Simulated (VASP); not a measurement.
# HgTe (Coloradoite) (F-43m) in VASP: notebook, part 2 of 2

VASP 6.6.1.

## Step 4: Band structure, PBE

POSCAR

```
HgTe
1.0
    0.0000000000      3.2145000000      3.2145000000
    3.2145000000      0.0000000000      3.2145000000
    3.2145000000      3.2145000000      0.0000000000
Hg Te
1 1
Direct
    0.0000000000      0.0000000000      0.0000000000
    0.7500000000      0.7500000000      0.7500000000
```

INCAR.step1

```
SYSTEM = HgTe
PREC = Accurate
ENCUT = 520
EDIFF = 1E-7
ISMEAR = -1
SIGMA = 0.05
LREAL = .False.
LASPH = .True.
NELM = 100
ALGO = Normal
ISIF = 2
LWAVE = .False.
LCHARG = .True.
GGA = PE
```

KPOINTS.step1

```
Automatic mesh
0
Gamma
  7 7 7
  0 0 0
```

INCAR.step2

```
SYSTEM = HgTe
PREC = Accurate
ENCUT = 520
EDIFF = 1E-7
ISMEAR = 0
SIGMA = 0.05
LREAL = .False.
LASPH = .True.
NELM = 100
ALGO = Normal
ISIF = 2
LWAVE = .False.
LCHARG = .False.
GGA = PE
ICHARG = 11
```

KPOINTS.step2

```
path GXWKGLUWLK,UX
15
line-mode
reciprocal
 0.0000000000  0.0000000000  0.0000000000  G
 0.5000000000  0.0000000000  0.5000000000  X

 0.5000000000  0.0000000000  0.5000000000  X
 0.5000000000  0.2500000000  0.7500000000  W

 0.5000000000  0.2500000000  0.7500000000  W
 0.3750000000  0.3750000000  0.7500000000  K

 0.3750000000  0.3750000000  0.7500000000  K
 0.0000000000  0.0000000000  0.0000000000  G

 0.0000000000  0.0000000000  0.0000000000  G
 0.5000000000  0.5000000000  0.5000000000  L

 0.5000000000  0.5000000000  0.5000000000  L
 0.6250000000  0.2500000000  0.6250000000  U

 0.6250000000  0.2500000000  0.6250000000  U
 0.5000000000  0.2500000000  0.7500000000  W

 0.5000000000  0.2500000000  0.7500000000  W
 0.5000000000  0.5000000000  0.5000000000  L

 0.5000000000  0.5000000000  0.5000000000  L
 0.3750000000  0.3750000000  0.7500000000  K

 0.6250000000  0.2500000000  0.6250000000  U
 0.5000000000  0.0000000000  0.5000000000  X
```

Potentials or basis: VASP PAW PBE potentials, release 54 (Hg, Te).

Command:

```bash
cat potpaw_PBE.54/Hg/POTCAR potpaw_PBE.54/Te/POTCAR > POTCAR
cp INCAR.step1 INCAR
cp KPOINTS.step1 KPOINTS
mpirun -np 1 vasp_std > vasp.out
cp INCAR.step2 INCAR
cp KPOINTS.step2 KPOINTS
mpirun -np 1 vasp_std > vasp.out
```

Run time: 1.9 min. Hardware: 1 thread of Intel Xeon Platinum 8375C at 2.90GHz (Ice Lake), shared host; peak memory 0.3 GiB.

Results (log left out):

| Item | Value |
| --- | --- |
| Band gap along the path | none (metal or under the smearing width) |

Levels at the corners of the path, in eV from the Fermi level:
```csv
point,band 5,band 6,band 7,band 8,band 9,band 10,band 11,band 12,band 13
Γ,-6.94,-6.94,-0.73,-0.04,-0.04,-0.04,4.16,4.16,4.16
X,-6.88,-6.47,-5.57,-2.39,-2.39,1.85,2.40,8.24,8.89
X,-6.88,-6.47,-5.57,-2.39,-2.39,1.85,2.40,8.24,8.89
W,-6.99,-6.30,-5.67,-2.79,-2.67,3.12,4.58,5.26,6.10
W,-6.99,-6.30,-5.67,-2.79,-2.67,3.12,4.58,5.26,6.10
K,-6.92,-6.38,-5.60,-3.04,-1.99,2.20,3.98,7.00,7.17
K,-6.92,-6.38,-5.60,-3.04,-1.99,2.20,3.98,7.00,7.17
Γ,-6.94,-6.94,-0.73,-0.04,-0.04,-0.04,4.16,4.16,4.16
Γ,-6.94,-6.94,-0.73,-0.04,-0.04,-0.04,4.16,4.16,4.16
L,-6.92,-6.63,-5.64,-1.06,-1.06,0.66,4.97,4.97,6.82
L,-6.92,-6.63,-5.64,-1.06,-1.06,0.66,4.97,4.97,6.82
U,-6.92,-6.38,-5.60,-3.04,-1.99,2.20,3.98,7.00,7.17
U,-6.92,-6.38,-5.60,-3.04,-1.99,2.20,3.98,7.00,7.17
W,-6.99,-6.30,-5.67,-2.79,-2.67,3.12,4.58,5.26,6.10
W,-6.99,-6.30,-5.67,-2.79,-2.67,3.12,4.58,5.26,6.10
L,-6.92,-6.63,-5.64,-1.06,-1.06,0.66,4.97,4.97,6.82
L,-6.92,-6.63,-5.64,-1.06,-1.06,0.66,4.97,4.97,6.82
K,-6.92,-6.38,-5.60,-3.04,-1.99,2.20,3.98,7.00,7.17
U,-6.92,-6.38,-5.60,-3.04,-1.99,2.20,3.98,7.00,7.17
X,-6.88,-6.47,-5.57,-2.39,-2.39,1.85,2.40,8.24,8.89
```

Caveat: the log is that of the step along the path at fixed density, whose energy, stress, charges and moments have no meaning; spin-orbit coupling is left out, which moves the levels of the heavy elements.

## Step 5: Band structure, PBE

INCAR

```
PREC = Accurate
ENCUT = 500
EDIFF = 1E-7
ISMEAR = -1
SIGMA = 0.05
LREAL = F
LASPH = T
NELM = 80
ALGO = Normal
ISIF = 2
LWAVE = F
LCHARG = F
GGA = PE
```

KPOINTS

```
Automatic mesh
0
Gamma
  7 7 7
```

POSCAR is that of step 4.

KPOINTS_OPT

```
path GXWKGLUWLK,UX
15
line-mode
reciprocal
 0.0000000000  0.0000000000  0.0000000000  G
 0.5000000000  0.0000000000  0.5000000000  X

 0.5000000000  0.0000000000  0.5000000000  X
 0.5000000000  0.2500000000  0.7500000000  W

 0.5000000000  0.2500000000  0.7500000000  W
 0.3750000000  0.3750000000  0.7500000000  K

 0.3750000000  0.3750000000  0.7500000000  K
 0.0000000000  0.0000000000  0.0000000000  G

 0.0000000000  0.0000000000  0.0000000000  G
 0.5000000000  0.5000000000  0.5000000000  L

 0.5000000000  0.5000000000  0.5000000000  L
 0.6250000000  0.2500000000  0.6250000000  U

 0.6250000000  0.2500000000  0.6250000000  U
 0.5000000000  0.2500000000  0.7500000000  W

 0.5000000000  0.2500000000  0.7500000000  W
 0.5000000000  0.5000000000  0.5000000000  L

 0.5000000000  0.5000000000  0.5000000000  L
 0.3750000000  0.3750000000  0.7500000000  K

 0.6250000000  0.2500000000  0.6250000000  U
 0.5000000000  0.0000000000  0.5000000000  X
```

Command:

```bash
cat potpaw_PBE.54/Hg/POTCAR potpaw_PBE.54/Te/POTCAR > POTCAR
mpirun -np 1 vasp_std > vasp.out
```

Run time: 94 s. Hardware: 1 thread of Intel Xeon Platinum 8375C at 2.90GHz (Ice Lake), shared host; peak memory 0.21 GiB.

Results (log left out):

| Quantity | Value |
| --- | --- |
| Free energy | -3.5518 eV |
| Pressure | 4.6 GPa |
| Band gap along the path | none (metal or under the smearing width) |

Levels at the corners of the path, in eV from the Fermi level:
| point | band 6 | band 7 | band 8 | band 9 | band 10 | band 11 | band 12 | band 13 |
| --- | --- | --- | --- | --- | --- | --- | --- | --- |
| Γ | -6.94 | -0.73 | -0.04 | -0.04 | -0.04 | 4.16 | 4.16 | 4.16 |
| X | -6.47 | -5.57 | -2.39 | -2.39 | 1.85 | 2.40 | 8.24 | 8.89 |
| X | -6.47 | -5.57 | -2.39 | -2.39 | 1.85 | 2.40 | 8.24 | 8.89 |
| W | -6.30 | -5.67 | -2.79 | -2.67 | 3.12 | 4.58 | 5.26 | 6.10 |
| W | -6.30 | -5.67 | -2.79 | -2.67 | 3.12 | 4.58 | 5.26 | 6.10 |
| K | -6.38 | -5.60 | -3.04 | -1.99 | 2.20 | 3.98 | 7.00 | 7.17 |
| K | -6.38 | -5.60 | -3.04 | -1.99 | 2.20 | 3.98 | 7.00 | 7.17 |
| Γ | -6.94 | -0.73 | -0.04 | -0.04 | -0.04 | 4.16 | 4.16 | 4.16 |
| Γ | -6.94 | -0.73 | -0.04 | -0.04 | -0.04 | 4.16 | 4.16 | 4.16 |
| L | -6.63 | -5.64 | -1.06 | -1.06 | 0.66 | 4.97 | 4.97 | 6.82 |
| L | -6.63 | -5.64 | -1.06 | -1.06 | 0.66 | 4.97 | 4.97 | 6.82 |
| U | -6.38 | -5.60 | -3.04 | -1.99 | 2.20 | 3.98 | 7.00 | 7.17 |
| U | -6.38 | -5.60 | -3.04 | -1.99 | 2.20 | 3.98 | 7.00 | 7.17 |
| W | -6.30 | -5.67 | -2.79 | -2.67 | 3.12 | 4.58 | 5.26 | 6.10 |
| W | -6.30 | -5.67 | -2.79 | -2.67 | 3.12 | 4.58 | 5.26 | 6.10 |
| L | -6.63 | -5.64 | -1.06 | -1.06 | 0.66 | 4.97 | 4.97 | 6.82 |
| L | -6.63 | -5.64 | -1.06 | -1.06 | 0.66 | 4.97 | 4.97 | 6.82 |
| K | -6.38 | -5.60 | -3.04 | -1.99 | 2.20 | 3.98 | 7.00 | 7.17 |
| U | -6.38 | -5.60 | -3.04 | -1.99 | 2.20 | 3.98 | 7.00 | 7.17 |
| X | -6.47 | -5.57 | -2.39 | -2.39 | 1.85 | 2.40 | 8.24 | 8.89 |

Caveat: spin-orbit coupling is left out, which moves the levels of the heavy elements.

## Step 6: For comparison

An earlier run on the cell as given: functional PBE; potentials or basis VASP PAW PBE potentials, release 64 (Hg, Te); cutoff 520 eV; k mesh 7 × 7 × 7; occupations fermi-dirac, width 0.05 eV; no spin polarisation.

- Pressure: 4.6 GPa
- Band gap on the k mesh: none (metal or under the smearing width)

## Step 7: Summary

| task | level | potentials or basis | cell | k mesh | cutoff (eV) | ions in elastic constants | pressure (GPa) |
| --- | --- | --- | --- | --- | --- | --- | --- |
| phonons | PBEsol | VASP PAW PBE potentials, release 64 (Hg, Te) | relaxed | 5 × 5 × 5 | 600 | - | - |
| elastic constants | PBEsol | VASP PAW PBE potentials, release 64 (Hg, Te) | relaxed | 5 × 5 × 5 | 600 | relaxed | - |
| band structure | PBE | VASP PAW PBE potentials, release 54 (Hg, Te) | as given | 7 × 7 × 7 | 520 | - | - |
| band structure | PBE | VASP PAW PBE potentials, release 54 (Hg, Te) | as given | 7 × 7 × 7 | 500 | - | 4.6 |
| single point | PBE | VASP PAW PBE potentials, release 64 (Hg, Te) | as given | 7 × 7 × 7 | 520 | - | 4.6 |

Alike in all rows: no spin polarisation; smearing fermi-dirac 0.05 eV.

Caveats: the PAW data sets were made with another functional, which shifts forces and pressure a little (some runs); spin-orbit coupling is left out, which moves the levels of the heavy elements (some runs).

Absolute energies hang on the potentials; compare differences alone.
